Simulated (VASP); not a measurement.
# W (Im-3m) in VASP: a series of runs

Runs on W. Level: PBEsol. Tasks: relaxation of cell and atoms, electrostatic potential.

All numbers are computed with VASP 6.6.1; they aren't measurements. Logs are shortened: lines on timing, memory, paths and dates and some standing lists are left out, and cuts for length are marked.

## 1. The structure

The structure is cubic, space group Im-3m (No. 229). The conventional cell has a = 3.150 Å, b = 3.150 Å, c = 3.150 Å, α = 90.00°, β = 90.00°, γ = 90.00°. Around W (site symmetry m-3m) lie 8 W at 2.73 Å.

The cell was built by a generator and needn't be a form met in nature.

## 2. Relaxation of cell and atoms, PBEsol

The input, INCAR:

```
SYSTEM = W
ALGO     = Normal         ! electronic algorithm
EDIFF    = 1E-7           ! SCF threshold, eV
EDIFFG   = -0.005         ! ionic threshold
ENCUT    = 600            ! plane-wave cutoff, eV
GGA      = PS             ! functional
IBRION   = 2              ! ionic algorithm
ISIF     = 3              ! what is computed and relaxed
ISMEAR   = 1              ! smearing method
LASPH    = .True.         ! aspherical terms in the spheres
LCHARG   = .False.        ! write CHGCAR
LREAL    = .False.        ! projectors in reciprocal space
LWAVE    = .False.        ! write WAVECAR
NELM     = 120            ! most SCF steps
NSW      = 40             ! ionic steps
PREC     = Accurate       ! precision mode
SIGMA    = 0.1            ! smearing width, eV
```

The input, KPOINTS:

```
k-points
0
Gamma
  18 18 18
  0 0 0
```

The input, POSCAR:

```
W
1.0
   -1.5750000000      1.5750000000      1.5750000000
    1.5750000000     -1.5750000000      1.5750000000
    1.5750000000      1.5750000000     -1.5750000000
W
1
Direct
    0.0000000000      0.0000000000      0.0000000000
```

Potentials or basis: VASP PAW PBE potentials, release 64 (W_sv).

On the command line:

```console
$ cat potpaw_PBE.64/W_sv/POTCAR > POTCAR
$ mpirun -np 1 vasp_std > vasp.out
```

OUTCAR:

```text
SYSTEM = W
   EDIFF = 1E-7
   EDIFFG = -0.005
   ENCUT = 600
   GGA = PS
   IBRION = 2
   ISIF = 3
   ISMEAR = 1
   LASPH = .True.
   LREAL = .False.
   NELM = 120
   NSW = 40
   PREC = Accurate

 ion  position               nearest neighbor table
   1  0.000  0.000  0.000-

  LATTYP: Found a body centered cubic cell.
 ALAT       =     3.1500000000

  Lattice vectors:

 A1 = (  -1.5750000000,   1.5750000000,   1.5750000000)
 A2 = (   1.5750000000,  -1.5750000000,   1.5750000000)
 A3 = (   1.5750000000,   1.5750000000,  -1.5750000000)

Analysis of symmetry for initial positions (statically):
=====================================================================
 Subroutine PRICEL returns:
 Original cell was already a primitive cell.

 Routine SETGRP: Setting up the symmetry group for a
 body centered cubic supercell.

 Subroutine GETGRP returns: Found 48 space group operations
 (whereof 48 operations were pure point group operations)
 out of a pool of 48 trial point group operations.

The static configuration has the point symmetry O_h .

Analysis of symmetry for dynamics (positions and initial velocities):
=====================================================================
 Subroutine PRICEL returns:
 Original cell was already a primitive cell.

 Routine SETGRP: Setting up the symmetry group for a
 body centered cubic supercell.

 Subroutine GETGRP returns: Found 48 space group operations
 (whereof 48 operations were pure point group operations)
 out of a pool of 48 trial point group operations.

The dynamic configuration has the point symmetry O_h .

 Subroutine INISYM returns: Found 48 space group operations
 (whereof 48 operations are pure point group operations),
 and found     1 'primitive' translations

----------------------------------------------------------------------------------------

                                     Primitive cell

  volume of cell :      15.6279

  direct lattice vectors                    reciprocal lattice vectors
    -1.575000000  1.575000000  1.575000000     0.000000000  0.317460317  0.317460317
     1.575000000 -1.575000000  1.575000000     0.317460317  0.000000000  0.317460317
     1.575000000  1.575000000 -1.575000000     0.317460317  0.317460317  0.000000000

  length of vectors
     2.727980022  2.727980022  2.727980022     0.448956686  0.448956686  0.448956686

  position of ions in fractional coordinates (direct lattice)
     0.000000000  0.000000000  0.000000000

  ion indices of the primitive-cell ions
   primitive index   ion index
                 1           1

----------------------------------------------------------------------------------------

 KPOINTS: k-points

Automatic generation of k-mesh.
 Grid dimensions read from file:
 generate k-points for:   18   18   18

 Generating k-lattice:

  Cartesian coordinates                     Fractional coordinates (reciprocal lattice)
     0.000000000  0.017636684  0.017636684     0.055555556  0.000000000  0.000000000
     0.017636684  0.000000000  0.017636684     0.000000000  0.055555556  0.000000000
     0.017636684  0.017636684  0.000000000     0.000000000  0.000000000  0.055555556

  Length of vectors
     0.024942038  0.024942038  0.024942038

  Shift w.r.t. Gamma in fractional coordinates (k-lattice)
     0.000000000  0.000000000  0.000000000

 Subroutine IBZKPT returns following result:
 ===========================================

 Found    195 irreducible k-points:

 Following reciprocal coordinates:
            Coordinates               Weight
  0.000000  0.000000  0.000000      1.000000
  0.055556  0.000000  0.000000     12.000000
  0.111111  0.000000  0.000000     12.000000
  0.166667  0.000000  0.000000     12.000000
  0.222222  0.000000  0.000000     12.000000
  0.277778  0.000000  0.000000     12.000000
[... 16 lines left out ...]
  0.333333  0.111111  0.000000     48.000000
  0.388889  0.111111 -0.000000     48.000000
 [... further k-points ...]
   k-points           NKPTS =    195   k-points in BZ     NKDIM =    195   number of bands    NBANDS=     11
   number of dos      NEDOS =    301   number of ions     NIONS =      1
   total plane-waves  NPLWV =  13824
   dimension x,y,z NGX =    24 NGY =   24 NGZ =   24
   dimension x,y,z NGXF=    48 NGYF=   48 NGZF=   48
   ions per type =               1
   NGX,Y,Z   is equivalent  to a cutoff of  14.63, 14.63, 14.63 a.u.
   NGXF,Y,Z  is equivalent  to a cutoff of  29.25, 29.25, 29.25 a.u.
 SYSTEM =  W
   PREC   = accura    normal or accurate (medium, high low for compatibility)
   ISTART =      0    job   : 0-new  1-cont  2-samecut
   ICHARG =      2    charge: 1-file 2-atom 10-const
   ISPIN  =      1    spin polarized calculation?
   LNONCOLLINEAR =      F non collinear calculations
   LSORBIT =      F    spin-orbit coupling
   LASPH  =      T    aspherical Exc in radial PAW
   ENCUT  =  600.0 eV  44.10 Ry    6.64 a.u.   5.45  5.45  5.45*2*pi/ulx,y,z
   NELM   =    120;   NELMIN=  2; NELMDL= -5     # of ELM steps
   EDIFF  = 0.1E-06   stopping-criterion for ELM
   LREAL  =      F    real-space projection
   EDIFFG = -.5E-02   stopping-criterion for IOM
   NSW    =     40    number of steps for IOM
   IBRION =      2    ionic relax: 0-MD 1-quasi-New 2-CG
   NFREE  =      1    steps in history (QN), initial steepest desc. (CG)
   ISIF   =      3    stress and relaxation
   ISYM   =      2    0-nonsym 1-usesym 2-fastsym
   POTIM  = 0.5000    time-step for ionic-motion
   TEBEG  =    0.0;   TEEND  =   0.0 temperature during run
   PSTRESS=    0.0 pullay stress
   NELECT =      14.0000    total number of electrons
   NUPDOWN=      -1.0000    fix difference up-down
   EMIN   =  10.00;   EMAX   =-10.00  energy-range for DOS
   EFERMI =   0.00;   METHOD = LEGACY
   ISMEAR =     1;   SIGMA  =   0.10  broadening in eV -4-tet -1-fermi 0-gaus
   EFERMI_NEDOS =   21; number of points for ismear=-14 and -15
   IALGO  =     38    algorithm
   IMIX   =      4    mixing-type and parameters
     AMIX     =   0.40;   BMIX     =  1.00
     AMIX_MAG =   1.60;   BMIX_MAG =  1.00
  volume/ion in A,a.u.               =      15.63       105.46
  Fermi-wavevector in a.u.,A,eV,Ry     =   1.578157  2.982285 33.886404  2.490580
  Thomas-Fermi vector in A             =   2.678731
   LORBIT       =      0    0 simple, 1 ext, 2 COOP (PROOUT), +10 PAW based schemes
   GGA     = PS    functional components
   LHFCALC =     F    Hartree Fock is set to
   AEXX    =    0.0000 exact exchange contribution
   IVDW    =     0    specifies the selected vdW correction
   LEPSILON=     F    determine dielectric tensor
   LRPA    =     F    only Hartree local field effects (RPA)
 conjugate gradient relaxation of ions
 non-spin polarized calculation
 Methfessel and Paxton  Order N= 1 SIGMA  =   0.10
  energy-cutoff  :      600.00
  volume of cell :       15.63
 maximum number of plane-waves:       539
 NGX is ok and might be reduce to    24
   NGX = 11   NGY = 11   NGZ = 11

--------------------------------------- Ionic step        1  -------------------------------------------

 number of electron      14.0000001 magnetization

 Free energy of the ion-electron system (eV)
  ---------------------------------------------------
  ext. energy  EPLUGINS =         0.00000000
  ---------------------------------------------------
  free energy    TOTEN  =       -13.79937158 eV

  energy without entropy =      -13.79905801  energy(sigma->0) =      -13.79926706

------------------------ aborting loop because EDIFF is reached ----------------------------------------

  FORCE on cell =-STRESS in cart. coord.  units (eV):
  Direction    XX          YY          ZZ          XY          YZ          ZX
  --------------------------------------------------------------------------------------
  -------------------------------------------------------------------------------------
  Total        0.2023523      0.2023523      0.2023523     -0.0000000      0.0000000      0.0000000
  in kB       20.7451772     20.7451772     20.7451772     -0.0000000      0.0000000      0.0000000
  external PRESSURE =      20.7451772 kB  Pullay stress =       0.0000000 kB

 VOLUME and BASIS-vectors are now :
 -----------------------------------------------------------------------------
  energy-cutoff  :      600.00
  volume of cell :       15.63
      direct lattice vectors                 reciprocal lattice vectors
    -1.575000000  1.575000000  1.575000000     0.000000000  0.317460317  0.317460317
     1.575000000 -1.575000000  1.575000000     0.317460317  0.000000000  0.317460317
     1.575000000  1.575000000 -1.575000000     0.317460317  0.317460317  0.000000000
[... 36 lines left out ...]
 POSITION                                       TOTAL-FORCE (eV/Angst)
 -----------------------------------------------------------------------------------
      0.00000      0.00000      0.00000        -0.000000      0.000000     -0.000000
 -----------------------------------------------------------------------------------
    total drift:                                0.000000      0.000000      0.000000

  FREE ENERGIE OF THE ION-ELECTRON SYSTEM (eV)
  ---------------------------------------------------
  free  energy   TOTEN  =       -13.7916391839 eV

  energy  without entropy=      -13.7911553908  energy(sigma->0) =      -13.79147792

--------------------------------------- Ionic step        3  -------------------------------------------

 number of electron      14.0000001 magnetization

 Free energy of the ion-electron system (eV)
  ---------------------------------------------------
  ext. energy  EPLUGINS =         0.00000000
  ---------------------------------------------------
  free energy    TOTEN  =       -13.79999660 eV

  energy without entropy =      -13.79964567  energy(sigma->0) =      -13.79987962

 E-fermi :  11.3823     XC(G=0): -13.8057

 val. band max:       11.3737960924   @ k =  -0.1667   0.1667   0.0556
 cond. band min:      11.3829735346   @ k =  -0.2778   0.3333   0.2222
 fundamental gap:      0.0091774421
 Fermi energy:        11.3823217924

 k-point     1 :       0.0000    0.0000    0.0000
  band No.  band energies     occupation
      1     -62.7432      2.00000
      2     -26.2893      2.00000
      3     -26.2893      2.00000
      4     -26.2893      2.00000
      5       1.6927      2.00000
      6      10.1430      2.00000
      7      10.1430      2.00000
      8      10.1430      2.00000
      9      13.6454      0.00000
     10      13.6454      0.00000
     11      25.9495      0.00000

 k-point     2 :       0.0556    0.0000    0.0000
  band No.  band energies     occupation
      1     -62.7391      2.00000
      2     -26.3328      2.00000
      3     -26.3028      2.00000
      4     -26.2895      2.00000
      5       1.8445      2.00000
      6      10.0501      2.00000
      7      10.1225      2.00000
      8      10.2893      2.00000
      9      13.4948      0.00000
     10      13.6461      0.00000
     11      26.0807      0.00000
[... 295 lines left out ...]
 k-point    24 :       0.3889    0.1111   -0.0000
  band No.  band energies     occupation
      1     -62.6035      2.00000
      2     -27.5358      2.00000
      3     -26.7568      2.00000
      4     -26.3559      2.00000
      5       5.4951      2.00000
      6       7.9345      2.00000
      7      10.8184      2.00000
      8      13.4258      0.00000
      9      14.7728      0.00000
     10      17.9067      0.00000
     11      22.4137      0.00000

 [... further k-points ...]
[... 5 lines left out ...]
  --------------------------------------------------------------------------------------
  -------------------------------------------------------------------------------------
  Total       -0.0011861     -0.0011861     -0.0011861      0.0000000      0.0000000     -0.0000000
  in kB       -0.1208347     -0.1208347     -0.1208347      0.0000000      0.0000000     -0.0000000
  external PRESSURE =      -0.1208347 kB  Pullay stress =       0.0000000 kB

 VOLUME and BASIS-vectors are now :
 -----------------------------------------------------------------------------
  energy-cutoff  :      600.00
  volume of cell :       15.73
      direct lattice vectors                 reciprocal lattice vectors
    -1.578294081  1.578294081  1.578294081     0.000000000  0.316797741  0.316797741
     1.578294081 -1.578294081  1.578294081     0.316797741  0.000000000  0.316797741
     1.578294081  1.578294081 -1.578294081     0.316797741  0.316797741  0.000000000

 POSITION                                       TOTAL-FORCE (eV/Angst)
 -----------------------------------------------------------------------------------
      0.00000      0.00000      0.00000        -0.000000     -0.000000      0.000000
 -----------------------------------------------------------------------------------
    total drift:                                0.000000      0.000000      0.000000

  FREE ENERGIE OF THE ION-ELECTRON SYSTEM (eV)
  ---------------------------------------------------
  free  energy   TOTEN  =       -13.7999965951 eV

  energy  without entropy=      -13.7996456650  energy(sigma->0) =      -13.79987962

 reached required accuracy - stopping structural energy minimisation
```

It took 45 s on 1 thread of Intel Xeon Platinum 8259CL at 2.50GHz (Skylake/Cascade Lake), shared host; peak memory 0.17 GiB.

Results:

```yaml
Free_energy: -13.8000 eV
Relaxed_volume: 15.73 Å³/atom
Relaxed_cell: a = 2.734 Å, b = 2.734 Å, c = 2.734 Å, α = 109.47°, β = 109.47°, γ = 109.47°
Space_group_after_relaxing_to_0.05_Å: Im-3m (No. 229)
Energy_gained_by_relaxing: 0.6 meV/atom
Ionic_steps: 3
Pressure_after_relaxing: 0.0 GPa
Band_gap_on_the_k_mesh: none (metal or under the smearing width)
```

The path:
| step | energy change (eV) | largest force (eV/Å) | pressure (GPa) | volume (Å³) |
| --- | --- | --- | --- | --- |
| 1 | 0.0000 | 0.0000 | 2.07 | 15.63 |
| 2 | 0.0077 | 0.0000 | -7.19 | 16.09 |
| 3 | -0.0006 | 0.0000 | -0.01 | 15.73 |

Final structure:
```
W
1.0
    -1.57829    1.57829    1.57829
     1.57829   -1.57829    1.57829
     1.57829    1.57829   -1.57829
W
1
Direct
  0.00000 0.00000 0.00000
```

Caveat: the PAW data sets were made with another functional, which shifts forces and pressure a little. Spin-orbit coupling is left out, which matters for the levels of W.

## 3. Electrostatic potential, PBEsol

This run uses another cell than the first one, of 15.73 Å³/atom, 1.006 times its volume.

The input, INCAR:

```
SYSTEM = W
PREC     = Accurate       ! precision mode
ENCUT    = 520            ! plane-wave cutoff, eV
EDIFF    = 1E-7           ! SCF threshold, eV
ISMEAR   = 1              ! smearing method
SIGMA    = 0.1            ! smearing width, eV
LREAL    = .FALSE.        ! projectors in reciprocal space
LASPH    = .TRUE.         ! aspherical terms in the spheres
NELM     = 100            ! most SCF steps
ALGO     = Normal         ! electronic algorithm
ISIF     = 2              ! what is computed and relaxed
LWAVE    = .FALSE.        ! write WAVECAR
LCHARG   = .TRUE.         ! write CHGCAR
GGA      = PS             ! functional
LVHAR    = .TRUE.
```

The input, KPOINTS:

```
regular mesh
0
G
  18 18 18
  0 0 0
```

The input, POSCAR:

```
W                                       
1.0
   -1.5782940811      1.5782940811      1.5782940811
    1.5782940811     -1.5782940811      1.5782940811
    1.5782940811      1.5782940811     -1.5782940811
  W             
     1
Direct
     0.0000000000000000    0.0000000000000000    0.0000000000000000
```

Potentials or basis: VASP PAW PBE potentials, release 64 (W_sv).

On the command line:

```console
$ cat potpaw_PBE.64/W_sv/POTCAR > POTCAR
$ mpirun -np 1 vasp_std > vasp.out
```

Wall time 19 s (1 thread of Intel Xeon Platinum 8259CL at 2.50GHz (Skylake/Cascade Lake), shared host); peak memory 0.15 GiB.

Results (log left out):

- Free energy: -13.7999 eV
- Pressure: -0.1 GPa
- Band gap on the k mesh: none (metal or under the smearing width)

Levels at points of the mesh, in eV from the Fermi level:
```tsv
k point	band 3	band 4	band 5	band 6	band 7	band 8	band 9	band 10	band 11
(0.00, 0.00, 0.00)	-37.67	-37.67	-9.69	-1.24	-1.24	-1.24	2.26	2.26	14.57
(0.50, 0.00, 0.00)	-38.10	-37.68	-6.33	-3.60	0.73	2.17	3.15	6.25	11.21
(0.50, 0.50, 0.50)	-38.60	-38.60	-5.91	-5.91	5.25	5.25	5.25	8.33	8.33
```

Caveat: the PAW data sets were made with another functional, which shifts forces and pressure a little. The run has no spin-orbit coupling, so splittings on W are missing.
